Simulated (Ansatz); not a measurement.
Structure from Materials Project entry mp-10173 (possibly hypothetical), not relaxed further.

An input for Li: DFT, r2SCAN, all-electron PAW with datasets made for the crystal, scalar-relativistic (Ansatz 0.2.0).

Command: `ansatz run input.yaml --threads 1 --pin off --max-ram 2048MiB --backend cpu --events-out ev --progress --plain --runs-dir out` The run took 2.1 s on 1 thread of Intel(R) Xeon(R) 6975P-C (Granite Rapids), on a shared host, peak memory 0.31 GiB.

```yaml
crystal:
  lattice:
    - [3.0147964037, 0.0, 0.0]
    - [-1.5073982019, 2.6108902729, 0.0]
    - [0.0, 0.0, 5.1083222]
  atoms:
    - { symbol: Li, position: [0.3333333333, 0.6666666667, 0.25] }
    - { symbol: Li, position: [0.6666666667, 0.3333333333, 0.75] }
kpoints:
  mp_grid: { grid: [14, 14, 7] }
  band_path:
    path:
      - [0.0, 0.0, 0.0]
      - [0.5, 0.0, 0.0]
      - [0.3333333333, 0.3333333333, 0.0]
      - [0.0, 0.0, 0.0]
      - [0.0, 0.0, 0.5]
      - [0.5, 0.0, 0.5]
      - [0.3333333333, 0.3333333333, 0.5]
      - [0.0, 0.0, 0.5]
      - [0.5, 0.0, 0.5]
    npoints: 8
scf:
  occupations: { method: fermi_dirac, width: 0.05 }
hamiltonian:
  xc: r2scan
  pseudopotentials: { kind: all_electron, datasets: crystal }
output:
  forces: true
  stress: true
  eigenvalues: true
  efg: { contact_densities: true }
```

Set-up and iterations as logged by Ansatz (the results part is left out, to be predicted):

```
hamiltonian.pseudopotentials.datasets: crystal makes datasets for this crystal and solves the spheres of its atoms anew in each pass: cutoff 100.0 eV, the density's 700.0 eV; for an error of 0.50 meV an atom under PBE, 1.0 meV for the cell; an energy difference from a run of another recipe may be off by several times the error for the cell, under r2SCAN by more, where some 0.1 meV an atom stays at smaller errors; Li in spheres of 1.376 Å, 1 of its electrons in bands
Engine: ansatz 0.2.0
Pseudopotentials: kind: all_electron
Pseudopotential: Li, paw, valence charge 1, recommended cutoff 100 eV (normal), Koelling and Harmon's equation, gaussian nucleus
Functional definition: r2SCAN
  parameter k0 = 0.174
  parameter k1 = 0.065
  parameter a1 = 4.9479
  exchange = r2scan_x(k0 = k0, k1 = k1, a1 = a1)
  correlation = r2scan_c
Crystal: 2 atoms, lattice volume = 40.209 Å³
Basis set: ecut = 100 eV, 99 PW (Γ), exchange–correlation on 45×45×72 points (27 copies of the dense FFT grid, shifted against one another)
Bands: 5, of which v1, the nominal top of the filled ones, is band 1 counted from 1 (0 counted from 0)
Symmetry: 24 space group operations
Space group: P63/mmc (ITA 194), of the structure as read, at distance tolerance 3.4e-5 Å
k-points: 96 of 1372
Non-local potential: Li, projectors of the file, l = 0: 1, l = 1: 1
PAW form: soft (Blöchl's): semilocal exchange-correlation on the pseudo side does not see the compensation charge
PAW one-centre angular grid: Li, 302 points (default); XC on its mesh's 2121 points in the sphere
Initial density: superposition of atomic densities (neutral atoms: chi_scale 0, normalization atom)
Initial wavefunctions: pseudopotential atomic-orbital guess
Functional: x = r2scan, c = r2scan; τ floored in thin density (d = 2e-4 eV/Å³)
iter 1 solved again at ethr=5.03e-4 eV; its pass at ethr=1.00e-1 eV (dr2=1.01e-2 eV) is discarded
SCF iter   1: F=—  HF=-410.375621 eV  |F-HF|=—  |Δ(HF+E_count)|=         —  Δρ=4.05e-3  dr2=9.19e-3  dr2_τ=3.08e-4  ethr=5.03e-4  ⟨swp⟩=4.2  Hψ=3744  notcnv=0
SCF iter   2: F=—  HF=-410.273465 eV  |F-HF|=—  |Δ(HF+E_count)|=   1.02e-1  Δρ=2.52e-3  dr2=3.45e-3  dr2_τ=2.26e-8  ethr=4.60e-4  ⟨swp⟩=2.8  Hψ=1070  notcnv=0
iter 3 solved again at ethr=4.99e-6 eV; its pass at ethr=1.73e-4 eV (dr2=9.97e-5 eV) is discarded
SCF iter   3: F=—  HF=-410.276013 eV  |F-HF|=—  |Δ(HF+E_count)|=   2.55e-3  Δρ=4.32e-4  dr2=1.02e-4  dr2_τ=4.77e-8  ethr=4.99e-6  ⟨swp⟩=1.9  Hψ=2093  notcnv=0  defer=1
SCF iter   4: F=—  HF=-410.275913 eV  |F-HF|=—  |Δ(HF+E_count)|=   9.99e-5  Δρ=1.39e-4  dr2=1.06e-5  dr2_τ=5.61e-10  ethr=4.99e-6  ⟨swp⟩=1.9  Hψ=602  notcnv=0  defer=1
SCF iter   5: F=-410.275908 eV  HF=-410.275908 eV  |F-HF|=2.08e-8  |Δ(HF+E_count)|=   4.98e-6  Δρ=1.99e-6  dr2=1.11e-9  dr2_τ=4.99e-11  ethr=5.30e-7  ⟨swp⟩=2.3  Hψ=645  notcnv=0  defer=1
```

(1) What pressure will this run report?

(2) Is there a band gap?

Answers

(1) 0.59 GPa (positive in compression).

(2) none: bands cross the Fermi level, a metal.
